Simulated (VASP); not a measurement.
# AlNi3 (Pm-3m) in VASP: single point with PBE

Aim: the single point of AlNi3 with PBE.

Everything below comes from runs of VASP 6.6.1. Logs are shortened: lines on timing, memory, paths and dates and some standing lists are left out, and cuts for length are marked.

## (1) Starting point

It takes space group Pm-3m (No. 221, cubic). Conventional cell: a = 3.567 Å, b = 3.567 Å, c = 3.567 Å, α = 90.00°, β = 90.00°, γ = 90.00°. Al (site symmetry m-3m) is surrounded by 12 Ni at 2.52 Å. Ni (site symmetry 4/mmm) is surrounded by 4 Al at 2.52 Å and 8 Ni at 2.52 Å.

The cell is a database's computed one.

## (2) Single point, PBE, collinear spin, typed start

INCAR

```
SYSTEM = AlNi3
PREC = Accurate
ENCUT = 520
EDIFF = 1E-7
ISMEAR = 0
SIGMA = 0.1
LREAL = .FALSE.
LASPH = .TRUE.
NELM = 150
ALGO = Normal
ISIF = 2
LWAVE = .FALSE.
LCHARG = .TRUE.
ISPIN = 2
MAGMOM = 0 0.3 0.3 0.3
LORBIT = 11
LMAXMIX = 4
GGA = PE
LELF = .TRUE.
LVHAR = .TRUE.
NBANDS = 28
```

KPOINTS

```
Automatic mesh
0
G
  12 12 12
  0 0 0
```

POSCAR

```
AlNi3
1.0
    3.5666789130      0.0000000000      0.0000000000
    0.0000000000      3.5666789130      0.0000000000
    0.0000000000      0.0000000000      3.5666789130
Al Ni
1 3
Direct
    0.0000000000      0.0000000000      0.0000000000
    0.0000000000      0.5000000000      0.5000000000
    0.5000000000      0.0000000000      0.5000000000
    0.5000000000      0.5000000000      0.0000000000
```

Potentials or basis: VASP PAW PBE potentials, release 64 (Al, Ni).

Run with:

```console
cat potpaw_PBE.64/Al/POTCAR potpaw_PBE.64/Ni/POTCAR > POTCAR
mpirun -np 1 vasp_std > vasp.out
```

OUTCAR:

```text
SYSTEM = AlNi3
   PREC = Accurate
   ENCUT = 520
   EDIFF = 1E-7
   ISMEAR = 0
   LREAL = .FALSE.
   LASPH = .TRUE.
   NELM = 150
   ISIF = 2
   ISPIN = 2
   LORBIT = 11
   GGA = PE

 ion  position               nearest neighbor table
   1  0.000  0.000  0.000-   2 2.52   3 2.52   4 2.52   2 2.52   3 2.52   2 2.52   4 2.52   2 2.52
                             3 2.52   4 2.52   3 2.52   4 2.52
   2  0.000  0.500  0.500-   1 2.52   3 2.52   4 2.52   1 2.52   4 2.52   1 2.52   3 2.52   1 2.52
                             3 2.52   4 2.52   4 2.52   3 2.52
   3  0.500  0.000  0.500-   1 2.52   2 2.52   4 2.52   1 2.52   4 2.52   2 2.52   4 2.52   4 2.52
                             1 2.52   2 2.52   1 2.52   2 2.52
   4  0.500  0.500  0.000-   1 2.52   2 2.52   3 2.52   2 2.52   3 2.52   1 2.52   3 2.52   3 2.52
                             1 2.52   2 2.52   2 2.52   1 2.52

  LATTYP: Found a simple cubic cell.
 ALAT       =     3.5666789130

  Lattice vectors:

 A1 = (   3.5666789130,   0.0000000000,   0.0000000000)
 A2 = (   0.0000000000,   3.5666789130,   0.0000000000)
 A3 = (   0.0000000000,   0.0000000000,   3.5666789130)

Analysis of symmetry for initial positions (statically):
=====================================================================
 Subroutine PRICEL returns:
 Original cell was already a primitive cell.

 Routine SETGRP: Setting up the symmetry group for a
 simple cubic supercell.

 Subroutine GETGRP returns: Found 48 space group operations
 (whereof 48 operations were pure point group operations)
 out of a pool of 48 trial point group operations.

The static configuration has the point symmetry O_h .

Analysis of symmetry for dynamics (positions and initial velocities):
=====================================================================
 Subroutine PRICEL returns:
 Original cell was already a primitive cell.

 Routine SETGRP: Setting up the symmetry group for a
 simple cubic supercell.

 Subroutine GETGRP returns: Found 48 space group operations
 (whereof 48 operations were pure point group operations)
 out of a pool of 48 trial point group operations.

The dynamic configuration has the point symmetry O_h .

Analysis of structural, dynamic, and magnetic symmetry:
=====================================================================
 Subroutine PRICEL returns:
 Original cell was already a primitive cell.

 Routine SETGRP: Setting up the symmetry group for a
 simple cubic supercell.

 Subroutine GETGRP returns: Found 48 space group operations
 (whereof 48 operations were pure point group operations)
 out of a pool of 48 trial point group operations.

The overall configuration has the point symmetry O_h .

 Subroutine INISYM returns: Found 48 space group operations
 (whereof 48 operations are pure point group operations),
 and found     1 'primitive' translations

----------------------------------------------------------------------------------------

                                     Primitive cell

  volume of cell :      45.3724

  direct lattice vectors                    reciprocal lattice vectors
     3.566678913  0.000000000  0.000000000     0.280372869  0.000000000  0.000000000
     0.000000000  3.566678913  0.000000000     0.000000000  0.280372869  0.000000000
     0.000000000  0.000000000  3.566678913     0.000000000  0.000000000  0.280372869

  length of vectors
     3.566678913  3.566678913  3.566678913     0.280372869  0.280372869  0.280372869

  position of ions in fractional coordinates (direct lattice)
     0.000000000  0.000000000  0.000000000
     0.000000000  0.500000000  0.500000000
     0.500000000  0.000000000  0.500000000
     0.500000000  0.500000000  0.000000000

  ion indices of the primitive-cell ions
   primitive index   ion index
                 1           1
                 2           2
                 3           3
                 4           4

----------------------------------------------------------------------------------------

 KPOINTS: Automatic mesh

Automatic generation of k-mesh.
 Grid dimensions read from file:
 generate k-points for:   12   12   12

 Generating k-lattice:

  Cartesian coordinates                     Fractional coordinates (reciprocal lattice)
     0.023364406  0.000000000  0.000000000     0.083333333  0.000000000  0.000000000
     0.000000000  0.023364406  0.000000000     0.000000000  0.083333333  0.000000000
     0.000000000  0.000000000  0.023364406     0.000000000  0.000000000  0.083333333

  Length of vectors
     0.023364406  0.023364406  0.023364406

  Shift w.r.t. Gamma in fractional coordinates (k-lattice)
     0.000000000  0.000000000  0.000000000

 Subroutine IBZKPT returns following result:
 ===========================================

 Found     84 irreducible k-points:

 Following reciprocal coordinates:
            Coordinates               Weight
  0.000000  0.000000  0.000000      1.000000
  0.083333  0.000000  0.000000      6.000000
  0.166667  0.000000  0.000000      6.000000
  0.250000  0.000000  0.000000      6.000000
  0.333333  0.000000  0.000000      6.000000
  0.416667  0.000000  0.000000      6.000000
[... 16 lines left out ...]
  0.333333  0.333333  0.000000     12.000000
  0.416667  0.333333  0.000000     24.000000
 [... further k-points ...]
   k-points           NKPTS =     84   k-points in BZ     NKDIM =     84   number of bands    NBANDS=     28
   number of dos      NEDOS =    301   number of ions     NIONS =      4
   total plane-waves  NPLWV =  21952
   dimension x,y,z NGX =    28 NGY =   28 NGZ =   28
   dimension x,y,z NGXF=    56 NGYF=   56 NGZF=   56
   ions per type =               1   3
   NGX,Y,Z   is equivalent  to a cutoff of  13.05, 13.05, 13.05 a.u.
   NGXF,Y,Z  is equivalent  to a cutoff of  26.10, 26.10, 26.10 a.u.
 SYSTEM =  AlNi3
   PREC   = accura    normal or accurate (medium, high low for compatibility)
   ISTART =      0    job   : 0-new  1-cont  2-samecut
   ICHARG =      2    charge: 1-file 2-atom 10-const
   ISPIN  =      2    spin polarized calculation?
   LNONCOLLINEAR =      F non collinear calculations
   LSORBIT =      F    spin-orbit coupling
   LASPH  =      T    aspherical Exc in radial PAW
   ENCUT  =  520.0 eV  38.22 Ry    6.18 a.u.   6.63  6.63  6.63*2*pi/ulx,y,z
   NELM   =    150;   NELMIN=  2; NELMDL= -5     # of ELM steps
   EDIFF  = 0.1E-06   stopping-criterion for ELM
   LREAL  =      F    real-space projection
   EDIFFG = 0.1E-05   stopping-criterion for IOM
   NSW    =      0    number of steps for IOM
   IBRION =     -1    ionic relax: 0-MD 1-quasi-New 2-CG
   NFREE  =      0    steps in history (QN), initial steepest desc. (CG)
   ISIF   =      2    stress and relaxation
   ISYM   =      2    0-nonsym 1-usesym 2-fastsym
   POTIM  = 0.5000    time-step for ionic-motion
   TEBEG  =    0.0;   TEEND  =   0.0 temperature during run
   PSTRESS=    0.0 pullay stress
   NELECT =      33.0000    total number of electrons
   NUPDOWN=      -1.0000    fix difference up-down
   EMIN   =  10.00;   EMAX   =-10.00  energy-range for DOS
   EFERMI =   0.00;   METHOD = LEGACY
   ISMEAR =     0;   SIGMA  =   0.10  broadening in eV -4-tet -1-fermi 0-gaus
   EFERMI_NEDOS =   21; number of points for ismear=-14 and -15
   IALGO  =     38    algorithm
   IMIX   =      4    mixing-type and parameters
     AMIX     =   0.40;   BMIX     =  1.00
     AMIX_MAG =   1.60;   BMIX_MAG =  1.00
  volume/ion in A,a.u.               =      11.34        76.55
  Fermi-wavevector in a.u.,A,eV,Ry     =   1.472252  2.782153 29.490978  2.167526
  Thomas-Fermi vector in A             =   2.587289
   LORBIT       =     11    0 simple, 1 ext, 2 COOP (PROOUT), +10 PAW based schemes
   GGA     = PE    functional components
   LHFCALC =     F    Hartree Fock is set to
   AEXX    =    0.0000 exact exchange contribution
   IVDW    =     0    specifies the selected vdW correction
   LEPSILON=     F    determine dielectric tensor
   LRPA    =     F    only Hartree local field effects (RPA)
 spin polarized calculation
 Gauss-broadening in eV      SIGMA  =   0.10
  energy-cutoff  :      520.00
  volume of cell :       45.37
 maximum number of plane-waves:      1240
 NGX is ok and might be reduce to    28
   NGX = 13   NGY = 13   NGZ = 13

 number of electron      33.0000020 magnetization       0.7107130

 Free energy of the ion-electron system (eV)
  ---------------------------------------------------
  ext. energy  EPLUGINS =         0.00000000
  ---------------------------------------------------
  free energy    TOTEN  =       -21.90557395 eV

  energy without entropy =      -21.88910605  energy(sigma->0) =      -21.89734000

 E-fermi :   9.4321     XC(G=0): -12.6553

 val. band max:        9.4314935551   @ k =   0.5000   0.4167   0.4167
 cond. band min:       9.4328802257   @ k =   0.3333   0.3333   0.1667
 fundamental gap:      0.0013866706
 Fermi energy:         9.4320593332

 spin component 1

 k-point     1 :       0.0000    0.0000    0.0000
  band No.  band energies     occupation
      1      -0.4853      1.00000
      2       5.1655      1.00000
      3       5.8231      1.00000
      4       5.8231      1.00000
      5       6.1658      1.00000
      6       6.1658      1.00000
[... 20 lines left out ...]
     27      23.3204      0.00000
     28      23.3204      0.00000

 k-point     2 :       0.0833    0.0000    0.0000
  band No.  band energies     occupation
      1      -0.4009      1.00000
      2       5.1916      1.00000
      3       5.7727      1.00000
      4       5.8760      1.00000
      5       6.1796      1.00000
      6       6.1796      1.00000
[... 674 lines left out ...]
 k-point    24 :       0.4167    0.3333    0.0000
  band No.  band energies     occupation
      1       2.6193      1.00000
      2       4.3409      1.00000
      3       5.2739      1.00000
      4       6.3368      1.00000
      5       6.3513      1.00000
      6       6.7511      1.00000
[... 20 lines left out ...]
     27      22.7939      0.00000
     28      23.0959      0.00000

 [... further k-points ...]

 spin component 2

 k-point     1 :       0.0000    0.0000    0.0000
  band No.  band energies     occupation
      1      -0.5164      1.00000
      2       5.2425      1.00000
      3       5.9750      1.00000
      4       5.9750      1.00000
      5       6.4542      1.00000
      6       6.4542      1.00000
[... 20 lines left out ...]
     27      23.3179      0.00000
     28      23.3179      0.00000

 k-point     2 :       0.0833    0.0000    0.0000
  band No.  band energies     occupation
      1      -0.4320      1.00000
      2       5.2676      1.00000
      3       5.9163      1.00000
      4       6.0293      1.00000
      5       6.4642      1.00000
      6       6.4642      1.00000
[... 674 lines left out ...]
 k-point    24 :       0.4167    0.3333    0.0000
  band No.  band energies     occupation
      1       2.5941      1.00000
      2       4.3535      1.00000
      3       5.3329      1.00000
      4       6.4174      1.00000
      5       6.5014      1.00000
      6       7.0274      1.00000
[... 20 lines left out ...]
     27      22.7763      0.00000
     28      23.1057      0.00000

 [... further k-points ...]

------------------------ aborting loop because EDIFF is reached ----------------------------------------

  FORCE on cell =-STRESS in cart. coord.  units (eV):
  Direction    XX          YY          ZZ          XY          YZ          ZX
  --------------------------------------------------------------------------------------
  -------------------------------------------------------------------------------------
  Total        0.0122004      0.0122004      0.0122004     -0.0000000     -0.0000000     -0.0000000
  in kB        0.4308184      0.4308184      0.4308184     -0.0000000     -0.0000000     -0.0000000
  external PRESSURE =       0.4308184 kB  Pullay stress =       0.0000000 kB

 VOLUME and BASIS-vectors are now :
 -----------------------------------------------------------------------------
  energy-cutoff  :      520.00
  volume of cell :       45.37
      direct lattice vectors                 reciprocal lattice vectors
     3.566678913  0.000000000  0.000000000     0.280372869  0.000000000  0.000000000
     0.000000000  3.566678913  0.000000000     0.000000000  0.280372869  0.000000000
     0.000000000  0.000000000  3.566678913     0.000000000  0.000000000  0.280372869

 POSITION                                       TOTAL-FORCE (eV/Angst)
 -----------------------------------------------------------------------------------
      0.00000      0.00000      0.00000         0.000000      0.000000      0.000000
      0.00000      1.78334      1.78334         0.000000      0.000000      0.000000
      1.78334      0.00000      1.78334         0.000000      0.000000      0.000000
      1.78334      1.78334      0.00000         0.000000      0.000000      0.000000
 -----------------------------------------------------------------------------------
    total drift:                                0.000000      0.000000      0.000000

  FREE ENERGIE OF THE ION-ELECTRON SYSTEM (eV)
  ---------------------------------------------------
  free  energy   TOTEN  =       -21.9055739471 eV

  energy  without entropy=      -21.8891060464  energy(sigma->0) =      -21.89734000

 total charge

# of ion       s       p       d       tot
------------------------------------------
    1        0.408   0.390   0.000   0.798
    2        0.491   0.512   8.377   9.380
    3        0.491   0.512   8.377   9.380
    4        0.491   0.512   8.377   9.380
--------------------------------------------------
tot          1.880   1.926  25.132  28.937

 magnetization (x)

# of ion       s       p       d       tot
------------------------------------------
    1       -0.001  -0.008   0.000  -0.009
    2       -0.003  -0.010   0.268   0.255
    3       -0.003  -0.010   0.268   0.255
    4       -0.003  -0.010   0.268   0.255
--------------------------------------------------
tot         -0.010  -0.038   0.803   0.755
```

Wall time 3 min (1 thread of Intel Xeon Platinum 8488C (Sapphire Rapids), shared host); peak memory 0.28 GiB.

Results:

```yaml
Free_energy: -21.9056 eV
Pressure: 0.0 GPa
Band_gap_on_the_k_mesh: none (metal or under the smearing width)
Net_moment: 0.71 μB per cell
Site_moments: Al -0.01; Ni +0.26 μB
Valence_electrons_inside_the_program's_atomic_spheres: Al 0.80; Ni 9.38
```
